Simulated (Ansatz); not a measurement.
Relax this structure to zero stress and force, keeping its symmetry:

```yaml
crystal:
  lattice:
    - [0.00000, 2.70300, 2.70300]
    - [2.70300, 0.00000, 2.70300]
    - [2.70300, 2.70300, 0.00000]
  atoms:
    - { symbol: Si, position: [0.25000, 0.25000, 0.25000] }
    - { symbol: Si, position: [0.75000, 0.75000, 0.75000] }
    - { symbol: Ni, position: [0.00000, 0.00000, 0.00000] }
```

Level of theory: Ansatz, DFT PBE, scalar-relativistic, plane waves, PAW.

Plane waves to 420 eV, a k mesh through Γ of 14×14×14 on the computed 3-atom cell and Gaussian smearing (0.10 eV); no spin polarisation.

**Question.** What does it relax to?

**Answer.** The volume increases by 0.30 Å³/atom to 13.47 Å³/atom, and the energy falls by 3.2 meV/atom. Final structure:
```
Si Ni
1.0
     0.00000    2.72343    2.72343
     2.72343    0.00000    2.72343
     2.72343    2.72343    0.00000
Si Ni
2 1
Direct
  0.25000 0.25000 0.25000
  0.75000 0.75000 0.75000
  0.00000 0.00000 0.00000
```